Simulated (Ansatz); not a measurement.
# Hf2S: convergence and cost

One table from this session's results is given with a row withheld; the runs are named, their logs left out.

Computed with Ansatz 0.2.0 (DFT r2SCAN, scalar-relativistic, plane waves, PAW, unless a step's input says otherwise).

3 further runs of the same task are left out: 3 for a known fault of the program. Runs told in other sessions of the task aren't counted.

## The starting structure

It takes space group P6_3/mmc (No. 194, hexagonal). Conventional cell: a = 3.374 Å, b = 3.374 Å, c = 11.717 Å, α = 90.00°, β = 90.00°, γ = 120.00°. Hf (site symmetry 3m) has 3 S at 2.62 Å in its first shell of neighbours. S (site symmetry -6m2) is surrounded by 6 Hf at 2.62 Å.

As a file:

```cif
data_structure
_symmetry_space_group_name_H-M 'P 1'
_symmetry_Int_Tables_number 1
_cell_length_a 3.3743
_cell_length_b 3.3743
_cell_length_c 11.7174
_cell_angle_alpha 90.000
_cell_angle_beta 90.000
_cell_angle_gamma 120.000
_cell_volume 115.54
loop_
_atom_site_label
_atom_site_type_symbol
_atom_site_fract_x
_atom_site_fract_y
_atom_site_fract_z
_atom_site_occupancy
Hf1 Hf 0.66667 0.33333 0.89981 1
Hf2 Hf 0.33333 0.66667 0.39981 1
Hf3 Hf 0.66667 0.33333 0.60019 1
Hf4 Hf 0.33333 0.66667 0.10019 1
S1 S 0.00000 0.00000 0.75000 1
S2 S 0.00000 0.00000 0.25000 1
```

Source of the structure: the Materials Project (structure only). It is taken as it stands there.

## The base run, which the others are set against

input.yaml

```yaml
crystal:
  lattice:
    - [3.3742737662, 0.0, 0.0]
    - [-1.6871368831, 2.9222068008, 0.0]
    - [0.0, 0.0, 11.71740703]
  atoms:
    - { symbol: Hf, position: [0.66666667, 0.33333333, 0.89981164] }
    - { symbol: Hf, position: [0.33333333, 0.66666667, 0.39981164] }
    - { symbol: Hf, position: [0.66666667, 0.33333333, 0.60018836] }
    - { symbol: Hf, position: [0.33333333, 0.66666667, 0.10018836] }
    - { symbol: S, position: [0.0, 0.0, 0.75] }
    - { symbol: S, position: [0.0, 0.0, 0.25] }
basis:
  ecutwfc: 500
kpoints:
  mp_grid: { grid: [12, 12, 4] }
hamiltonian:
  xc: r2scan
scf:
  occupations: { method: gaussian, width: 0.1 }
output:
  forces: true
  stress: true
  eigenvalues: true
  populations: true
  write_density: true
  write_potential: true
  elf: true
  volumetric_format: npy
```

Its results, from an earlier run: -10791.8154 eV/atom at zero smearing, pressure 0.89 GPa, largest force 0.015 eV/Å, no gap on the mesh, in 8 SCF cycles and 2.1 min.

Set-up of the first run:

input.yaml

```yaml
crystal:
  lattice:
    - [3.3742737662, 0.0, 0.0]
    - [-1.6871368831, 2.9222068008, 0.0]
    - [0.0, 0.0, 11.71740703]
  atoms:
    - { symbol: Hf, position: [0.6666666667, 0.3333333333, 0.89981164] }
    - { symbol: Hf, position: [0.3333333333, 0.6666666667, 0.39981164] }
    - { symbol: Hf, position: [0.6666666667, 0.3333333333, 0.60018836] }
    - { symbol: Hf, position: [0.3333333333, 0.6666666667, 0.10018836] }
    - { symbol: S, position: [0.0, 0.0, 0.75] }
    - { symbol: S, position: [0.0, 0.0, 0.25] }
basis:
  ecutwfc: 500
kpoints:
  mp_grid: { grid: [1, 1, 1] }
hamiltonian:
  xc: r2scan
scf:
  occupations: { method: gaussian, width: 0.1 }
output:
  forces: true
  stress: true
  eigenvalues: true
```

Run with:

```console
> ansatz run input.yaml --threads 1 --pin off --max-ram 2560MiB --backend cpu --events-out ev --progress --plain --runs-dir out
```

Among the steps run: K-point mesh set to 1×1×1; K-point mesh: 3×3×1; K-point mesh set to 6×6×1; K-point mesh set to 6×6×2; K-point mesh: 12×12×2; K-point mesh set to 18×18×4; K-point mesh set to 18×18×6.

One of the session's tables, all rows but one given; the rest of the session is left out.

| mesh | ΔE (meV/atom) | pressure (GPa) | largest change of a force component (eV/Å) |
| --- | --- | --- | --- |
| 1×1×1 | 1955 | 30.86 | 3.935 |
| 3×3×1 | 35.5 | 1.60 | 0.216 |
| 6×6×1 | ? | ? | ? |
| 6×6×2 | -2.04 | 0.82 | 0.031 |
| 12×12×2 | -0.14 | 0.88 | 0.024 |
| 12×12×4 | 0.90 | 0.89 | 0.004 |
| 18×18×4 | 0.18 | 0.89 | 0.007 |
| 18×18×6 | 0.00 | 0.88 | 0.000 |

**Question.** Estimate the row for 6×6×1.

**Answer.** ΔE (meV/atom): 20.7; pressure (GPa): 1.16; largest change of a force component (eV/Å): 0.159. In the column «ΔE (meV/atom)» it lies between 12×12×4 (0.90) and 3×3×1 (35.5).

Limits of these values: The error changes sign along the series, since a k mesh isn't variational, and a metal needs dense meshes to resolve its Fermi surface.
